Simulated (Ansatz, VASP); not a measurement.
# Te2Pb in two plane-wave programs, part 2 of 2

Aim: how closely do two programs agree when they are given the same cell, functional and k mesh? The cell is generated by rule, not measured, and may not be a known phase. The cell is taken from a series of runs on this material, whose earlier steps may have relaxed, scaled, displaced or heated it; both programs get it as it stands.

VASP 6.6.1 and Ansatz 0.2.0.

So far: The structure; Ansatz: relaxation of cell and atoms, PBEsol.

## 3. VASP: relaxation of cell and atoms, PBEsol

Level of this step: PBEsol; plane waves and PAW (Pb_d, Te); invented cell (VASP).

The same cell, functional, mesh and smearing now go to VASP, with its own data sets.

Lines of VASP's logs that name or quote its potential files are left out, and so is its time.

File INCAR:

```
SYSTEM = Te2Pb
PREC = Accurate
ENCUT = 500
EDIFF = 1E-07
NELM = 120
ISMEAR = 1
SIGMA = 0.2
LREAL = .FALSE.
ALGO = Normal
GGA = PS
NBANDS = 32
LORBIT = 11
LWAVE = .FALSE.
LCHARG = .FALSE.
ISIF = 3
IBRION = 2
NSW = 80
EDIFFG = -0.005
LASPH = .TRUE.
GGA_COMPAT = .FALSE.
NELMIN = 4
EFERMI = MIDGAP
KPAR = 2
```

File POSCAR:

```
Te2Pb
1.0
    5.8546610000      0.0000000000      0.0000000000
    0.0000000000      6.8039070000      0.0000000000
    0.0000000000      0.0000000000      5.5701050000
Pb Te
2 4
Direct
    0.0000000000      1.0000000000      0.9999999551
    0.5000000000      0.5000000000      0.4999999551
    0.2276758210      0.4332202806      0.9999999551
    0.7723241790      0.5667797194      0.9999999551
    0.2723241790      0.9332202806      0.4999999551
    0.7276758210      0.0667797194      0.4999999551
```

File KPOINTS:

```
Automatic mesh
0
Gamma
6 6 6
0 0 0
```

Potentials, in the order of the species: Pb_d and Te (PBE family, release 64).

The run is started by

```sh
$ mpirun -np 2 vasp_std
```

Numbers of over 12 decimals in the logs are rounded to 6 here.

Output:

```text
[banner, memory and clock lines left out]
running    2 mpi-ranks, on    1 nodes
 distrk:  each k-point on    1 cores,    2 groups
 distr:  one band on    1 cores,    1 groups

 POSCAR found type information on POSCAR PbTe
 POSCAR found :  2 types and       6 ions
|                                                                             |
|               ----> ADVICE to this user running VASP <----                  |
|                                                                             |
|     You enforced a specific xc type in the INCAR file but a different       |
|     [... a line on the potential file left out ...]
|     I HOPE YOU KNOW WHAT YOU ARE DOING!                                     |
|                                                                             |

 LDA part: xc-table for (Slater+PW92), standard interpolation
 POSCAR, INCAR and KPOINTS ok, starting setup
 FFT: planning ... GRIDC
 FFT: planning ... GRID_SOFT
 FFT: planning ... GRID
 WAVECAR not read
 entering main loop
       N       E                     dE             d eps       ncg     rms          rms(c)
DAV:   1     0.454123438116E+03    0.45412E+03   -0.21215E+04  4096   0.143E+03
DAV:   2     0.276905115723E+02   -0.42643E+03   -0.41622E+03  4384   0.362E+02
DAV:   3    -0.208263955718E+02   -0.48517E+02   -0.47274E+02  5480   0.137E+02
DAV:   4    -0.228622687324E+02   -0.20359E+01   -0.20310E+01  4992   0.331E+01
DAV:   5    -0.229424096553E+02   -0.80141E-01   -0.80123E-01  5904   0.637E+00    0.990E+00
DAV:   6    -0.227416452186E+02    0.20076E+00   -0.32182E-01  5008   0.374E+00    0.647E+00
DAV:   7    -0.227149884562E+02    0.26657E-01   -0.31596E-01  5680   0.278E+00    0.489E-01
DAV:   8    -0.227063989826E+02    0.85895E-02   -0.65464E-02  4832   0.192E+00    0.419E-01
DAV:   9    -0.227069202416E+02   -0.52126E-03   -0.37241E-03  5296   0.356E-01    0.133E-01
DAV:  10    -0.227071243024E+02   -0.20406E-03   -0.28718E-04  5456   0.962E-02    0.762E-02
DAV:  11    -0.227072233172E+02   -0.99015E-04   -0.95369E-05  4648   0.501E-02    0.102E-02
DAV:  12    -0.227072326912E+02   -0.93741E-05   -0.87577E-06  4936   0.158E-02    0.103E-02
DAV:  13    -0.227072356379E+02   -0.29466E-05   -0.42939E-06  4216   0.837E-03    0.494E-03
DAV:  14    -0.227072355538E+02    0.84016E-07   -0.62008E-07  4624   0.643E-03
   1 F= -.22707236E+02 E0= -.22710210E+02  d E =-.227072E+02
[...]
2 F= -.22707353E+02 E0= -.22710430E+02  d E =-.117931E-03
[...]
3 F= -.22707355E+02 E0= -.22710422E+02  d E =-.119080E-03
 curvature:  -0.46 expect dE=-0.138E-04 dE for cont linesearch -0.114E-08
 trial: gam= 0.11100 g(F)=  0.453E-05 g(S)=  0.257E-04 ort = 0.813E-06 (trialstep = 0.983E+00)
 search vector abs. value=  0.336E-04
 bond charge predicted
       N       E                     dE             d eps       ncg     rms          rms(c)
DAV:   1    -0.227075603798E+02   -0.20574E-03   -0.64226E-03  5248   0.886E-01    0.750E-02
DAV:   2    -0.227074024637E+02    0.15792E-03   -0.35959E-04  5352   0.223E-01    0.290E-02
DAV:   3    -0.227073714594E+02    0.31004E-04   -0.10969E-04  5416   0.111E-01    0.548E-03
DAV:   4    -0.227073719441E+02   -0.48469E-06   -0.39249E-06  5720   0.131E-02    0.656E-03
DAV:   5    -0.227073724274E+02   -0.48328E-06   -0.25422E-07  3608   0.436E-03    0.310E-03
DAV:   6    -0.227073728803E+02   -0.45287E-06   -0.23357E-07  3168   0.363E-03    0.659E-04
DAV:   7    -0.227073728734E+02    0.68703E-08   -0.30058E-08  2360   0.161E-03
   4 F= -.22707373E+02 E0= -.22710453E+02  d E =-.182401E-04
 trial-energy change:   -0.000018  1 .order   -0.000018   -0.000030   -0.000006
 step:   1.2332(harm=  1.2332)  dis= 0.00047  next Energy=   -22.707373 (dE=-0.187E-04)
 reached required accuracy - stopping structural energy minimisation
```

From OUTCAR (step 3):

```text
ion  position               nearest neighbor table
   1  0.000  0.000  1.000-   3 3.23   4 3.23   5 3.24   6 3.24   5 3.24   6 3.24
   2  0.500  0.500  0.500-   5 3.23   6 3.23   3 3.24   4 3.24   3 3.24   4 3.24
   3  0.228  0.433  1.000-   4 2.82   1 3.23   2 3.24   2 3.24   4 3.32
   4  0.772  0.567  1.000-   3 2.82   1 3.23   2 3.24   2 3.24   3 3.32
   5  0.272  0.933  0.500-   6 2.82   2 3.23   1 3.24   1 3.24   6 3.32
   6  0.728  0.067  0.500-   5 2.82   2 3.23   1 3.24   1 3.24   5 3.32

  LATTYP: Found a simple orthorhombic cell.
 ALAT       =     5.5701050000
 B/A-ratio  =     1.0510862901
 C/A-ratio  =     1.2215042625

 Subroutine GETGRP returns: Found  8 space group operations
 (whereof  4 operations were pure point group operations)

The static configuration has the point symmetry C_2h.
 The point group associated with its full space group is D_2h.

 Found     64 irreducible k-points:

   k-points           NKPTS =     64   k-points in BZ     NKDIM =     64   number of bands    NBANDS=     32

   dimension x,y,z NGX =    48 NGY =   50 NGZ =   42
   dimension x,y,z NGXF=    96 NGYF=  100 NGZF=   84

   ENCUT  =  500.0 eV  36.75 Ry    6.06 a.u.  10.67 12.41 10.16*2*pi/ulx,y,z

   NELECT =      52.0000    total number of electrons

 k-points in reciprocal lattice and weights: Automatic mesh
   0.00000000  0.00000000  0.00000000       0.005
   0.16666667  0.00000000  0.00000000       0.009
   0.33333333  0.00000000  0.00000000       0.009
   0.50000000  0.00000000  0.00000000       0.005
   0.00000000  0.16666667  0.00000000       0.009
   0.16666667  0.16666667  0.00000000       0.019
   0.33333333  0.16666667  0.00000000       0.019
   0.50000000  0.16666667  0.00000000       0.009
   0.00000000  0.33333333  0.00000000       0.009
[...]
0.33333333  0.50000000  0.50000000       0.009
   0.50000000  0.50000000  0.50000000       0.005

 average (electrostatic) potential at core
       1 -92.3605       2 -92.3605       3 -89.3444       4 -89.3444       5 -89.3444
       6 -89.3444

 E-fermi :   5.1380

 k-point     1 :       0.0000    0.0000    0.0000
  band No.  band energies     occupation
    ...
     22       2.5861      2.00000
     23       3.6845      2.00000
     24       3.9405      2.00000
     25       4.4901      2.00005
     26       4.6861      2.00634
     27       5.4770     -0.03752
     28       5.6735     -0.00101
     29       6.2386     -0.00000
     30       6.5794     -0.00000
     31       7.4233     -0.00000
    ...

 k-point     2 :       0.1667    0.0000    0.0000
  band No.  band energies     occupation
    ...
     22       2.2626      2.00000
     23       3.4835      2.00000
     24       3.7726      2.00000
     25       4.2465      2.00000
     26       4.3972      2.00000
     27       5.5632     -0.01041
     28       5.6088     -0.00434
     29       6.2676     -0.00000
     30       7.1819     -0.00000
     31       7.2350     -0.00000
    ...

 k-point     3 :       0.3333    0.0000    0.0000
  band No.  band energies     occupation
    ...
     22       2.5206      2.00000
     23       2.8957      2.00000
     24       3.6902      2.00000
     25       4.0041      2.00000
     26       4.2158      2.00000
     27       5.2119      0.41968
     28       5.3695     -0.06939
     29       6.4884     -0.00000
     30       6.6958     -0.00000
     31       7.9357     -0.00000
    ...

  Total       -0.0042334     -0.0083009      0.0232179     -0.0000000      0.0000000      0.0000000
  in kB       -0.0305827     -0.0599674      0.1677317     -0.0000000      0.0000000      0.0000000
  external PRESSURE =       0.0257272 kB  Pullay stress =       0.0000000 kB

  energy-cutoff  :      500.00
  volume of cell :      221.78
      direct lattice vectors                 reciprocal lattice vectors
     5.857667506 -0.000000000  0.000000000     0.170716416 -0.000000000  0.000000000
     0.000000000  6.801122937  0.000000000     0.000000000  0.147034543  0.000000000
     0.000000000  0.000000000  5.566899183     0.000000000  0.000000000  0.179633215

 POSITION                                       TOTAL-FORCE (eV/Angst)
 -----------------------------------------------------------------------------------
      0.00000      0.00000      5.56690         0.000000      0.000000      0.000000
      2.92883      3.40056      2.78345        -0.000000      0.000000      0.000000
      1.33520      2.94599      5.56690         0.004227      0.000835      0.000000
      4.52246      3.85513      5.56690        -0.004227     -0.000835      0.000000
      1.59363      6.34656      2.78345        -0.004227      0.000835      0.000000
      4.26404      0.45457      2.78345         0.004227     -0.000835      0.000000
 -----------------------------------------------------------------------------------
    total drift:                               -0.000000      0.000000      0.000350

  FREE ENERGIE OF THE ION-ELECTRON SYSTEM (eV)
  ---------------------------------------------------
  free  energy   TOTEN  =       -22.7073728734 eV

  energy  without entropy=      -22.7166118889  energy(sigma->0) =      -22.71045255

 reached required accuracy - stopping structural energy minimisation

 total charge
# of ion       s       p       d       tot
------------------------------------------
    1        1.453   0.578   9.830  11.860
    2        1.453   0.578   9.830  11.860
    3        1.403   1.908   0.030   3.341
    4        1.403   1.908   0.030   3.341
    5        1.403   1.908   0.030   3.341
    6        1.403   1.908   0.030   3.341
--------------------------------------------------
tot          8.519   8.788  19.778  37.085

[... 3 further parts left out ...]
```

The gap is under twice the smearing width, so the edge states are partly filled and the run can't tell a small gap from a semimetal. Methfessel-Paxton smearing is not meant for a cell with a gap. The run keeps the 8 symmetry operations of its start, so it cannot find a distortion of lower symmetry.

## 4. Differences

Known differences besides the potentials themselves: the data sets hold 92 valence electrons in Ansatz (on its default PAW (the set named soft_2) files) and 52 in VASP; the cutoff is 420 eV in Ansatz and 500 eV in VASP; Ansatz makes its cores anew for this functional, VASP keeps those of its PBE data sets; Ansatz adds a Pulay correction to the stress that steers its cell, VASP none. Total energies have different zeros and are not compared.

Compared:

```csv
quantity,Ansatz,VASP,difference
volume (Å³),221.85,221.78,+0.03 %
"edge a after relaxation, in the typed setting (Å)",5.855,5.858,-0.05 %
"edge b after relaxation, in the typed setting (Å)",6.803,6.801,+0.03 %
"edge c after relaxation, in the typed setting (Å)",5.570,5.567,+0.05 %
```

## 5. What came out

```yaml
difference_in_edge_c_after_relaxation_in_the_typed_setting_relaxation_of_cell_and_atoms_pbesol: 0.049 %
```

What this shows: The difference in edge c after relaxation, in the typed setting is 0.049 % (relaxation of cell and atoms, PBEsol), within the 1.2 % picked in this series as the mark of a large difference, as far as the stopping tolerances let one tell. The data sets hold unlike numbers of valence electrons (92 in Ansatz and 52 in VASP), so part of the differences comes from the potentials. Such differences can come from data sets, numerical settings and the points named under the comparisons, not from the functional's error against experiment.

[Lines on the potential files, build, host, timing and source positions are cut from VASP's logs without a mark.]

[Logs are printed without paths, hosts, clocks, repeated set-up lines and the standing remarks that a program may print on its own settings, such as how far it seeks lower states.]

[Hosts, paths, dates, database ids (printed as entryN), source tags and the programs' standing remarks are cut or masked in the printed files.]
